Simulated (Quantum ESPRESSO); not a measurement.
# KCl (Sylvite) (Fm-3m) in Quantum ESPRESSO: a series of runs, part 2 of 2

Quantum ESPRESSO 7.5. The steps go on from the part before.

**4. Single point, PBE+D3(BJ), 29.90 Å³/atom**

pw.in

```
&CONTROL
  calculation = 'scf'
  prefix = 'pwscf'
  outdir = './tmp'
  pseudo_dir = './pseudo'
  tprnfor = .true.
  tstress = .true.
  disk_io = 'nowf'
/
&SYSTEM
  ibrav = 0
  nat = 2
  ntyp = 2
  ecutwfc = 74
  nbnd = 14
  occupations = 'smearing'
  smearing = 'fd'
  degauss = 0.00367493
  vdw_corr = 'grimme-d3'
  dftd3_version = 4
/
&ELECTRONS
  conv_thr = 4d-10
  electron_maxstep = 120
  mixing_beta = 0.5
/
ATOMIC_SPECIES
K     39.0983 K.upf
Cl    35.4500 Cl.upf
CELL_PARAMETERS angstrom
   0.0000000000    3.1039449222    3.1039449222
   3.1039449222    0.0000000000    3.1039449222
   3.1039449222    3.1039449222    0.0000000000
ATOMIC_POSITIONS crystal
K      0.0000000000    0.0000000000    0.0000000000
Cl     0.5000000000    0.5000000000    0.5000000000
K_POINTS automatic
7 7 7 0 0 0
```

Run with:

```sh
OMP_NUM_THREADS=1 pw.x -in pw.in > pw.out
```

It took 18 s on 1 thread of Arm Neoverse V2, shared host; peak memory 0.09 GiB.

It converged, with:

| Property | Result |
| --- | --- |
| Free energy | -1268.3750 eV |
| Pressure | 0.6 GPa |
| Band gap on the k mesh | 5.33 eV, direct |

Caveat: an odd mesh through Γ misses points on the zone boundary, where band edges often lie.

**5. Single point, PBE+D3(BJ), 30.53 Å³/atom**

Edit pw.in of step 4 so:

```diff
@@ -30,5 +30,5 @@
 CELL_PARAMETERS angstrom
-   0.0000000000    3.1039449222    3.1039449222
-   3.1039449222    0.0000000000    3.1039449222
-   3.1039449222    3.1039449222    0.0000000000
+   0.0000000000    3.1253521154    3.1253521154
+   3.1253521154    0.0000000000    3.1253521154
+   3.1253521154    3.1253521154    0.0000000000
 ATOMIC_POSITIONS crystal
```

Run with:

```sh
OMP_NUM_THREADS=1 pw.x -in pw.in > pw.out
```

It took 18 s on 1 thread of Arm Neoverse V2, shared host; peak memory 0.09 GiB.

The run converged. Its results:

| Quantity | Value |
| --- | --- |
| Free energy | -1268.3784 eV |
| Pressure | 0.2 GPa |
| Band gap on the k mesh | 5.26 eV, direct |

Caveat: an odd mesh through Γ misses points on the zone boundary, where band edges often lie.

**6. Single point, PBE+D3(BJ), 31.15 Å³/atom**

Edit pw.in of step 5 so:

```diff
@@ -30,5 +30,5 @@
 CELL_PARAMETERS angstrom
-   0.0000000000    3.1253521154    3.1253521154
-   3.1253521154    0.0000000000    3.1253521154
-   3.1253521154    3.1253521154    0.0000000000
+   0.0000000000    3.1464700000    3.1464700000
+   3.1464700000    0.0000000000    3.1464700000
+   3.1464700000    3.1464700000    0.0000000000
 ATOMIC_POSITIONS crystal
```

Potentials or basis: PseudoDojo 0.4.1 SR PBE standard.

Run with:

```sh
OMP_NUM_THREADS=1 pw.x -in pw.in > pw.out
```

Wall time 19 s (1 thread of Arm Neoverse V2, shared host); peak memory 0.09 GiB.

The run converged. Its results:

```yaml
Free_energy: -1268.3785 eV
Pressure: -0.2 GPa
Band_gap_on_the_k_mesh: 5.19 eV, direct
```

Caveat: an odd mesh through Γ misses points on the zone boundary, where band edges often lie.

**7. Single point, PBE+D3(BJ), 31.77 Å³/atom**

Edit pw.in of step 6 so:

```diff
@@ -30,5 +30,5 @@
 CELL_PARAMETERS angstrom
-   0.0000000000    3.1464700000    3.1464700000
-   3.1464700000    0.0000000000    3.1464700000
-   3.1464700000    3.1464700000    0.0000000000
+   0.0000000000    3.1673081569    3.1673081569
+   3.1673081569    0.0000000000    3.1673081569
+   3.1673081569    3.1673081569    0.0000000000
 ATOMIC_POSITIONS crystal
```

Run with:

```sh
OMP_NUM_THREADS=1 pw.x -in pw.in > pw.out
```

Wall time 19 s (1 thread of Arm Neoverse V2, shared host); peak memory 0.09 GiB.

It converged, with:

| Item | Value |
| --- | --- |
| Free energy | -1268.3759 eV |
| Pressure | -0.5 GPa |
| Band gap on the k mesh | 5.12 eV, direct |

Caveat: an odd mesh through Γ misses points on the zone boundary, where band edges often lie.

**8. Single point, PBE+D3(BJ), 32.40 Å³/atom**

Edit pw.in of step 7 so:

```diff
@@ -30,5 +30,5 @@
 CELL_PARAMETERS angstrom
-   0.0000000000    3.1673081569    3.1673081569
-   3.1673081569    0.0000000000    3.1673081569
-   3.1673081569    3.1673081569    0.0000000000
+   0.0000000000    3.1878756693    3.1878756693
+   3.1878756693    0.0000000000    3.1878756693
+   3.1878756693    3.1878756693    0.0000000000
 ATOMIC_POSITIONS crystal
```

Run with:

```sh
OMP_NUM_THREADS=1 pw.x -in pw.in > pw.out
```

It took 19 s on 1 thread of Arm Neoverse V2, shared host; peak memory 0.09 GiB.

The run converged. Its results:

- Free energy: -1268.3708 eV
- Pressure: -0.8 GPa
- Band gap on the k mesh: 5.06 eV, direct

Caveat: an odd mesh through Γ misses points on the zone boundary, where band edges often lie.

**9. Single point, PBE+D3(BJ), 33.02 Å³/atom**

Edit pw.in of step 8 so:

```diff
@@ -30,5 +30,5 @@
 CELL_PARAMETERS angstrom
-   0.0000000000    3.1878756693    3.1878756693
-   3.1878756693    0.0000000000    3.1878756693
-   3.1878756693    3.1878756693    0.0000000000
+   0.0000000000    3.2081811574    3.2081811574
+   3.2081811574    0.0000000000    3.2081811574
+   3.2081811574    3.2081811574    0.0000000000
 ATOMIC_POSITIONS crystal
```

Potentials or basis: PseudoDojo 0.4.1 SR PBE standard.

Run with:

```sh
OMP_NUM_THREADS=1 pw.x -in pw.in > pw.out
```

Wall time 20 s (1 thread of Arm Neoverse V2, shared host); peak memory 0.09 GiB.

It converged, with:

* Free energy: -1268.3636 eV
* Pressure: -1.1 GPa
* Band gap on the k mesh: 4.99 eV, direct

Caveat: an odd mesh through Γ misses points on the zone boundary, where band edges often lie.

**10. Equation of state, PBE+D3(BJ)**

No new run: the results of the series are fitted here.

What came out:

* Equilibrium volume: 30.88 Å³/atom
* Bulk modulus: 18.7 GPa
* Pressure derivative of the bulk modulus: 4.8

Energy against volume, from the lowest point:
```csv
volume (Å³/atom),energy (meV/atom)
29.282,5.16
29.905,1.75
30.528,0.09
31.151,0.00
31.774,1.30
32.397,3.84
33.020,7.49
```

**11. Comparison with measurements**

Step 2. Against the measured gap of KCl, 8.68 eV (a printed reference work, monograph), the calculated 5.19 eV is off by -3.49 eV. The value is that of PBE, without temperature or zero-point motion. Semilocal functionals fall short of measured gaps as a rule.
